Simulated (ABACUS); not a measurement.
# ZrO2 under changes of volume

One of the cells (10.990 Å³/atom); the others are scaled copies at fixed shape and fractional positions:

```xyz
3
Lattice="0.0000 2.5451 2.5451 2.5451 0.0000 2.5451 2.5451 2.5451 0.0000" Properties=species:S:1:pos:R:3 pbc="T T T"
Zr    0.0000    0.0000    0.0000
O     3.8176    3.8176    3.8176
O     1.2725    1.2725    1.2725
```

Measurements of this composition are mostly on another form, of space group No. 14.

```yaml
Program: ABACUS 3.10.1
Functional: PBE
Potentials_or_basis: PseudoDojo NC SR 0.4.1 PBE standard
Cutoff: 1361 eV
Density_cutoff: 5442 eV
Basis: TZDP LCAO (the cutoffs set its grid)
k_mesh: 9 × 9 × 9
Occupations: fermi-dirac, width 0.05 eV
Spin: no spin polarisation
```

| volume (Å³/atom) | energy over the lowest point (meV/atom) | pressure (GPa) | gap on the mesh (eV) |
| --- | --- | --- | --- |
| 10.331 | 53.42 | 21.9 | 3.56 |
| 10.551 | ? | ? | ? |
| 10.770 | 11.13 | 9.3 | 3.45 |
| 10.990 | 2.05 | 4.0 | 3.39 |
| 11.210 | 0.00 | -0.9 | 3.33 |
| 11.430 | 4.24 | -5.2 | 3.28 |
| 11.650 | 14.13 | -9.2 | 3.22 |

Question: What does the run at 10.551 Å³/atom give?

Answer: Energy over the lowest point 27.96 meV/atom; pressure 15.3 GPa; gap on the mesh 3.50 eV.

Worked out: A Birch-Murnaghan fit of order 3 (a polynomial in V^(-2/3)) to the other rows has its minimum at 11.17 Å³/atom with B0 = V·E''(V) = 237 GPa and B' = 4.4. It gives 27.90 meV/atom at 10.551 Å³/atom, against the run's 27.96, and -dE/dV = 15.3 GPa, against 15.3. A straight line through the other rows of the gap, of slope -2.83 eV per unit of ln V, gives 3.50 eV, against the run's 3.50.

Energies are extrapolated to zero smearing.

Caveats: the atomic orbitals were generated for these runs and aren't a published set; an odd mesh through Γ misses points on the zone boundary, where band edges often lie; the basis of atomic orbitals isn't converged, which shifts pressures, moduli and gaps. Spin-orbit coupling on Zr is left out.
